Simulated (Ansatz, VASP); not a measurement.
## Cross-check of Ge2H (armchair Ge ribbon N=4 H edges) between VASP and Ansatz

Aim: how closely do two programs agree when they are given the same cell, functional and k mesh? The structure shown is the start of the Ansatz relaxation below; VASP solves that cell, so the two are compared at the walk's first step.

Calculated with Ansatz 0.2.0; plane waves, with VASP 6.6.1 beside it; single point at PBE.

### Step 1. The starting structure

The cell holds 12 atoms: 8 Ge and 4 H. Its edges and angles: a = 15.747 Å, b = 7.670 Å, c = 7.080 Å, α = 90.0°, β = 90.0°, γ = 90.0°. Vacuum lies along a and b. The structure's axis is c.

As a file:

```cif
data_structure
_symmetry_space_group_name_H-M 'P 1'
_symmetry_Int_Tables_number 1
_cell_length_a 15.7470
_cell_length_b 7.6700
_cell_length_c 7.0800
_cell_angle_alpha 90.000
_cell_angle_beta 90.000
_cell_angle_gamma 90.000
_cell_volume 855.12
loop_
_atom_site_label
_atom_site_type_symbol
_atom_site_fract_x
_atom_site_fract_y
_atom_site_fract_z
_atom_site_occupancy
Ge1 Ge 0.30531 0.54368 0.00000 1
Ge2 Ge 0.56490 0.54368 0.00000 1
Ge3 Ge 0.30531 0.45632 0.33333 1
Ge4 Ge 0.56490 0.45632 0.33333 1
Ge5 Ge 0.43510 0.54368 0.50000 1
Ge6 Ge 0.69469 0.54368 0.50000 1
Ge7 Ge 0.43510 0.45632 0.83333 1
Ge8 Ge 0.69469 0.45632 0.83333 1
H9 H 0.77773 0.54368 0.39336 1
H10 H 0.22227 0.45632 0.43997 1
H11 H 0.22227 0.54368 0.89336 1
H12 H 0.77773 0.45632 0.93997 1
```

### Step 2. Ansatz: relaxation, PBE

Ansatz runs on its default PAW (the set named soft_2) files.

The two programs are compared at the cell with which this relaxation starts, whose forces are those of its first step.

File input.yaml:

```yaml
crystal:
  lattice:
    - [15.747, 0.0, 0.0]
    - [0.0, 7.67, 0.0]
    - [0.0, 0.0, 7.08]
  atoms:
    - { symbol: Ge, position: [0.305308844, 0.543676662, 0.0] }
    - { symbol: Ge, position: [0.56489098, 0.543676662, 0.0] }
    - { symbol: Ge, position: [0.305308844, 0.456323338, 0.333333333] }
    - { symbol: Ge, position: [0.56489098, 0.456323338, 0.333333333] }
    - { symbol: H, position: [0.777726334, 0.543676662, 0.393361582] }
    - { symbol: H, position: [0.222264558, 0.456323338, 0.439971751] }
    - { symbol: Ge, position: [0.435099912, 0.543676662, 0.5] }
    - { symbol: Ge, position: [0.694682049, 0.543676662, 0.5] }
    - { symbol: Ge, position: [0.435099912, 0.456323338, 0.833333333] }
    - { symbol: Ge, position: [0.694682049, 0.456323338, 0.833333333] }
    - { symbol: H, position: [0.222264558, 0.543676662, 0.893361582] }
    - { symbol: H, position: [0.777726334, 0.456323338, 0.939971751] }
kpoints:
  mp_grid: { grid: [1, 1, 12] }
scf:
  occupations: { method: fermi_dirac, width: 0.05 }
hamiltonian:
  xc: pbe
relax:
  cell: { fix: [a, b, alpha, beta, gamma] }
  max_steps: 45
  f_tol: 0.03
```

Command:

```console
$ ansatz run input.yaml --threads 4 --pin off --max-ram 16384MiB --backend cpu --events-out ev --progress --plain --runs-dir out
```

Numbers of over 12 decimals in the logs are rounded to 6 here.

Output:

```text
Engine: ansatz 0.2.0, aarch64-unknown-linux-gnu
Pseudopotentials: kind: paw
Pseudopotential: Ge, paw, valence charge 14, recommended cutoff 420 eV (normal), Ge.paw.azcp
Pseudopotential: H, paw, valence charge 1, recommended cutoff 420 eV (normal), H.paw.azcp
Functional definition: PBE
  parameter kappa = 0.804
  parameter beta = 0.066725
  exchange = pbe_x(kappa = kappa, mu = beta*pi^2/3)
  correlation = pbe_c(beta = beta)
Crystal: 12 atoms, lattice volume = 855.119 Å³
Basis set: ecut = 420 eV, 16735 PW (Γ), exchange–correlation on 216×108×96 points (8 copies of the dense FFT grid, shifted against one another)
Bands: 70, of which v1, the nominal top of the filled ones, is band 58 counted from 1 (57 counted from 0)
Symmetry: 4 space group operations
Space group: P2/c (ITA 13), of the structure as read, at distance tolerance 9.5e-5 Å
k-points: 7 of 12
Non-local potential: Ge, projectors of the file, l = 0: 2, l = 1: 2, l = 2: 3, l = 3: 1
Non-local potential: H, projectors of the file, l = 0: 2, l = 1: 1
PAW form: soft (Blöchl's): semilocal exchange-correlation on the pseudo side does not see the compensation charge
PAW one-centre angular grid: Ge, 590 points (default); XC on 64 Gauss nodes
PAW one-centre angular grid: H, 110 points (default); XC on 64 Gauss nodes
Initial density: superposition of atomic densities (neutral atoms: chi_scale 0, normalization atom), corrected by the library's trained network
Initial wavefunctions: pseudopotential atomic-orbital guess
Functional: x = pbe(κ = 0.804, μ = 0.219515), c = pbe(β = 0.066725)
SCF iter   1: F=—  HF=-34417.212353 eV  |F-HF|=—  |Δ(HF+E_count)|=         —  Δρ=1.76e-3  dr2=7.54e-2  ethr=1.77e-3  ⟨swp⟩=7.1  Hψ=1954  notcnv=0  defer=2
preconditioner: auto → Resta (q_TF=auto, 1.956 Å⁻¹)  ε∞=2.0  [insulator: Δε(μ)=0.772 eV  Ē_g=7.542 eV  σ=0.050 eV  W_gap=1.00  n_scr=108 (ndim 8)  ℏωp=7.6 eV  f_vac=0.645  D(μ)=0.01/eV (n_scr^D=0)  ε∞_Penn≈2.0  vacuum switching on, ρ_ref=4.1e-3 e/Å³]
SCF iter   2: F=—  HF=-34417.207641 eV  |F-HF|=—  |Δ(HF+E_count)|=   4.71e-3  Δρ=8.23e-4  dr2=1.19e-2  ethr=6.50e-5  ⟨swp⟩=2.0  Hψ=692  notcnv=0  defer=29
SCF iter   3: F=—  HF=-34417.217715 eV  |F-HF|=—  |Δ(HF+E_count)|=   1.01e-2  Δρ=3.13e-4  dr2=2.27e-3  ethr=1.03e-5  ⟨swp⟩=3.1  Hψ=906  notcnv=0  defer=29
SCF iter   4: F=—  HF=-34417.220066 eV  |F-HF|=—  |Δ(HF+E_count)|=   2.35e-3  Δρ=1.43e-4  dr2=1.09e-3  ethr=1.96e-6  ⟨swp⟩=2.0  Hψ=846  notcnv=0  defer=29
SCF iter   5: F=—  HF=-34417.220130 eV  |F-HF|=—  |Δ(HF+E_count)|=   6.36e-5  Δρ=5.33e-5  dr2=4.50e-5  ethr=9.37e-7  ⟨swp⟩=2.0  Hψ=532  notcnv=0  defer=29
SCF iter   6: F=—  HF=-34417.220351 eV  |F-HF|=—  |Δ(HF+E_count)|=   2.21e-4  Δρ=2.51e-5  dr2=5.69e-6  ethr=3.88e-8  ⟨swp⟩=3.0  Hψ=930  notcnv=0  defer=29
SCF iter   7: F=—  HF=-34417.220359 eV  |F-HF|=—  |Δ(HF+E_count)|=   8.15e-6  Δρ=4.53e-6  dr2=2.02e-7  ethr=4.90e-9  ⟨swp⟩=2.0  Hψ=591  notcnv=0  defer=29
SCF iter   8: F=-34417.220360 eV  HF=-34417.220360 eV  |F-HF|=1.10e-7  |Δ(HF+E_count)|=   4.12e-7  Δρ=1.05e-6  dr2=1.19e-8  ethr=8.62e-11  ⟨swp⟩=4.1  Hψ=1457  notcnv=0
SCF 1 converged in 8 iterations: F = -34417.220360 eV  dr2 = 1.19e-8
  greatest PAW one-centre occupation: 0.998 electrons in one spin orbital (limit 2), on the Ge atom at site 9 (counted from 0), in its partial waves of l = 2
relax step   1: F+E_penalty+E_count = -34417.22035981 eV  Δ(F+E_penalty+E_count) = +0.000e0 eV  max|allowed force component| = 1.280e0 eV/Å  Δτ_max = 0.0000 Å  P = -0.371 GPa  Ω = 855.119 Å³  fix = [a, b, alpha, beta, gamma]  reactions: a -0.374, b +0.238 GPa; alpha -0.188 GPa/rad  (8 SCF iters, dr2 threshold 1.00e-7 eV, accepted)
[...]
relax step   4: F+E_penalty+E_count = -34417.72233798 eV  Δ(F+E_penalty+E_count) = -1.729e-2 eV  max|allowed force component| = 1.065e-1 eV/Å  Δτ_max = 0.1528 Å  P = -0.005 GPa  Ω = 848.599 Å³  energy of the carried Pulay correction = +6.187e-4 eV  fix = [a, b, alpha, beta, gamma]  reactions: a -0.068, b +0.213 GPa; alpha +0.020 GPa/rad  (7 SCF iters, dr2 threshold 9.58e-7 eV, accepted)
[...]
relax step   5: F+E_penalty+E_count = -34417.72755304 eV  Δ(F+E_penalty+E_count) = -5.215e-3 eV  max|allowed force component| = 3.335e-2 eV/Å  Δτ_max = 0.0285 Å  P = +0.063 GPa  Ω = 846.807 Å³  energy of the carried Pulay correction = +7.897e-4 eV  fix = [a, b, alpha, beta, gamma]  reactions: a +0.003, b +0.220 GPa; alpha -0.018 GPa/rad  (5 SCF iters, dr2 threshold 7.09e-7 eV, accepted)
[...]
relax step   6: F+E_penalty+E_count = -34417.72843415 eV  Δ(F+E_penalty+E_count) = -8.811e-4 eV  max|allowed force component| = 1.730e-2 eV/Å  Δτ_max = 0.0092 Å  P = +0.064 GPa  Ω = 846.281 Å³  energy of the carried Pulay correction = +8.399e-4 eV  fix = [a, b, alpha, beta, gamma]  reactions: a -0.007, b +0.227 GPa; alpha -0.012 GPa/rad  (6 SCF iters, dr2 threshold 6.95e-8 eV, accepted)
[...]
relax step   7: F+E_penalty+E_count = -34417.72766294 eV  Δ(F+E_penalty+E_count) = +7.712e-4 eV  max|allowed force component| = 1.733e-2 eV/Å  Δτ_max = 0.0000 Å  P = +0.063 GPa  Ω = 846.281 Å³  fix = [a, b, alpha, beta, gamma]  reactions: a -0.008, b +0.227 GPa; alpha -0.012 GPa/rad  stress off target by 3.05e-2 GPa on what of the cell is left free  SCF on the basis re-selected at this cell (its energy is not comparable with the rows above)  (6 SCF iters)
basis re-selected at this cell: Δ(F+E_penalty+E_count) = +7.712e-4 eV, ΔP = -0.001 GPa vs the last step (what re-selecting the basis moved, of the pressure what is left beyond the Pulay correction that the steps carried, after the strain that the cell walked since its last selection, with what the two solves' SCF thresholds leave and, on support functions, any second-order correction that the steps lacked; it is no m [...]
SCF converged after 6 iterations
Free energy (F): -34417.727663 eV
Harris-Foulkes:  -34417.727663 eV  (|F-HF|=7.28e-12)
Internal energy: -34417.727588 eV  (E = F + TS)
E sigma→0 (E₀):  -34417.727625 eV
Entropy (-TS):   -0.000075 eV (-0.006 meV/atom)
Fermi energy:    -1.625271 eV
--- Per-component energies (eV) ---
  E_band       = -2314.716828
  E_kinetic    = 932.853334
  E_local      = -45935.315494  (includes V_loc(G=0)·N_el)
  E_nonlocal   = 3347.223801
  E_hartree    = 21191.781165
  E_xc         = -631.927257
  E_vxc        = -550.829904  (∫ρ·V_xc dr)
  E_paw        = -16153.311652  (= ΣΔE_a)
  E_vpaw       = -2492.208860  (= ΣTr[D̂ρ^β])
  E_aug_tail   = -0.002394  (compensation charges beyond the density's cutoff)
  E_ewald      = 2830.970908
  E_smearing   = -0.000075  (= −TS)
  E_closure    = -0.000000  (closes the sum)
  Σ components = -34417.727663   (vs F -34417.727663, Δ=0.00e0)
--- Forces (eV/Å), atoms counted from 1 ---
  atom   1  Ge     0.00756315    -0.01524647     0.01733026
  atom   2  Ge    -0.00139579     0.00609139     0.00227616
  atom   3  Ge     0.00756315     0.01524647    -0.01733026
  atom   4  Ge    -0.00139579    -0.00609139    -0.00227616
  atom   5  H      0.00349688    -0.00387877    -0.00457689
  atom   6  H     -0.00349688     0.00387877     0.00457689
  atom   7  Ge     0.00139579     0.00609139     0.00227616
  atom   8  Ge    -0.00756315    -0.01524647     0.01733026
  atom   9  Ge     0.00139579    -0.00609139    -0.00227616
  atom  10  Ge    -0.00756315     0.01524647    -0.01733026
  atom  11  H     -0.00349688    -0.00387877    -0.00457689
  atom  12  H      0.00349688     0.00387877     0.00457689
  max |Σ_I F_I| component: 1.73e-18 eV/Å
--- Stress (GPa, compression-positive) ---
       -0.008286      -0.000000       0.000000
       -0.000000       0.226986       0.011772
        0.000000       0.011772      -0.030537
  P = ⅓ Tr σ = 0.0627 GPa (0.627 kbar)
--- Relaxed structure (6 steps of the walk, 6 accepted, 1 SCFs on fresh bases) ---
  F+E_penalty+E_count = -34417.72766294 eV   max|allowed force component| = 1.733e-2 eV/Å   (the final SCF, on the basis selected at the relaxed cell)
  cell:  # Å, volume = 846.2806 Å³
    - [15.747, 0.0, 0.0]
    - [0.0, 7.67, 0]
    - [0.0, 0, 7.006824]
  atoms:
    - { symbol: Ge, position: [0.311645, 0.549271, 0.00705351] }
    - { symbol: Ge, position: [0.563908, 0.542845, -0.000669812] }
    - { symbol: Ge, position: [0.311645, 0.450729, 0.326280] }
    - { symbol: Ge, position: [0.563908, 0.457155, 0.334003] }
    - { symbol: H, position: [0.771648, 0.500530, 0.398185] }
    - { symbol: H, position: [0.228352, 0.499470, 0.435148] }
    - { symbol: Ge, position: [0.436092, 0.542845, 0.499330] }
    - { symbol: Ge, position: [0.688355, 0.549271, 0.507054] }
    - { symbol: Ge, position: [0.436092, 0.457155, 0.834003] }
    - { symbol: Ge, position: [0.688355, 0.450729, 0.826280] }
    - { symbol: H, position: [0.228352, 0.500530, 0.898185] }
    - { symbol: H, position: [0.771648, 0.499470, 0.935148] }
```

### Step 3. VASP: single point, PBE, start cell

The same cell, functional, mesh and smearing now go to VASP, with its own data sets.

Lines of VASP's logs that name or quote its potential files are left out, and so is its time.

File INCAR:

```
SYSTEM = Ge2H
PREC = Accurate
ENCUT = 410
EDIFF = 1E-06
NELM = 120
ISMEAR = -1
SIGMA = 0.05
LREAL = .FALSE.
ALGO = Normal
GGA = PE
NBANDS = 71
LORBIT = 11
LWAVE = .FALSE.
LCHARG = .FALSE.
ISIF = 2
LASPH = .TRUE.
GGA_COMPAT = .FALSE.
EFERMI = MIDGAP
KPAR = 2
```

File POSCAR:

```
Ge2H
1.0
   15.7470000000      0.0000000000      0.0000000000
    0.0000000000      7.6700000000      0.0000000000
    0.0000000000      0.0000000000      7.0800000000
Ge H
8 4
Direct
    0.3053133930      0.5436766623      0.0000000000
    0.5648955357      0.5436766623      0.0000000000
    0.3053133930      0.4563233377      0.3333333333
    0.5648955357      0.4563233377      0.3333333333
    0.4351044643      0.5436766623      0.5000000000
    0.6946866070      0.5436766623      0.5000000000
    0.4351044643      0.4563233377      0.8333333333
    0.6946866070      0.4563233377      0.8333333333
    0.7777308694      0.5436766623      0.3933615819
    0.2222691306      0.4563233377      0.4399717514
    0.2222691306      0.5436766623      0.8933615819
    0.7777308694      0.4563233377      0.9399717514
```

File KPOINTS:

```
Automatic mesh
0
Gamma
1 1 12
0 0 0
```

The projector-augmented-wave data sets are Ge_d and H (PBE family, release 64).

Command:

```console
$ mpirun -np 2 vasp_std
```

Output:

```text
[banner, memory and clock lines left out]
running    2 mpi-ranks, on    1 nodes
 distrk:  each k-point on    1 cores,    2 groups
 distr:  one band on    1 cores,    1 groups

 POSCAR found type information on POSCAR GeH
 POSCAR found :  2 types and      12 ions
 LDA part: xc-table for (Slater+PW92), standard interpolation
 POSCAR, INCAR and KPOINTS ok, starting setup
 FFT: planning ... GRIDC
 FFT: planning ... GRID_SOFT
 FFT: planning ... GRID
 WAVECAR not read
 entering main loop
       N       E                     dE             d eps       ncg     rms          rms(c)
DAV:   1     0.930337141119E+03    0.93034E+03   -0.52459E+04  1204   0.194E+03
DAV:   2     0.993012950503E+02   -0.83104E+03   -0.80864E+03  1298   0.463E+02
DAV:   3    -0.368408382249E+02   -0.13614E+03   -0.13512E+03  1373   0.179E+02
DAV:   4    -0.448805549153E+02   -0.80397E+01   -0.79969E+01  1164   0.501E+01
DAV:   5    -0.451833821897E+02   -0.30283E+00   -0.30274E+00  1492   0.103E+01    0.833E+00
DAV:   6    -0.440917355974E+02    0.10916E+01   -0.46078E-01  1124   0.565E+00    0.477E+00
DAV:   7    -0.435541916078E+02    0.53754E+00   -0.17857E+00  1101   0.769E+00    0.830E-01
DAV:   8    -0.435547550423E+02   -0.56343E-03   -0.29646E-01  1150   0.526E+00    0.458E-01
DAV:   9    -0.435490439303E+02    0.57111E-02   -0.56127E-02  1156   0.412E+00    0.225E-01
DAV:  10    -0.435471584852E+02    0.18854E-02   -0.80693E-03  1214   0.304E+00    0.135E-01
DAV:  11    -0.435451664637E+02    0.19920E-02   -0.91410E-03  1404   0.746E-01    0.731E-02
DAV:  12    -0.435451215407E+02    0.44923E-04   -0.13821E-03  1085   0.609E-01    0.500E-02
DAV:  13    -0.435464427789E+02   -0.13212E-02   -0.83701E-04  1114   0.753E-01    0.225E-02
DAV:  14    -0.435466810783E+02   -0.23830E-03   -0.27971E-04  1230   0.287E-01    0.142E-02
DAV:  15    -0.435476057533E+02   -0.92467E-03   -0.17378E-04  1047   0.170E-01    0.849E-03
DAV:  16    -0.435478393882E+02   -0.23363E-03   -0.41187E-05  1094   0.145E-01    0.483E-03
DAV:  17    -0.435481152499E+02   -0.27586E-03   -0.40730E-05  1152   0.589E-02    0.302E-03
DAV:  18    -0.435481696147E+02   -0.54365E-04   -0.17461E-05  1055   0.358E-02    0.192E-03
DAV:  19    -0.435481730310E+02   -0.34163E-05   -0.22265E-06   774   0.485E-02    0.910E-04
DAV:  20    -0.435481753230E+02   -0.22920E-05   -0.59422E-07   733   0.293E-02    0.476E-04
DAV:  21    -0.435481784603E+02   -0.31373E-05   -0.37659E-07   630   0.173E-02    0.342E-04
DAV:  22    -0.435481797644E+02   -0.13041E-05   -0.42369E-07   675   0.892E-03    0.194E-04
DAV:  23    -0.435481800402E+02   -0.27582E-06   -0.23776E-07   672   0.677E-03
   1 F= -.43548180E+02 E0= -.43548081E+02  d E =-.197971E-03
```

[end of part 1 of 2]

[Lines on the potential files, build, host, timing and source positions are cut from VASP's logs without a mark.]

[Logs are printed without paths, hosts, clocks, repeated set-up lines and the standing remarks that a program may print on its own settings, such as how far it seeks lower states.]

[Hosts, paths, dates, database ids (printed as entryN), source tags and the programs' standing remarks are cut or masked in the printed files.]
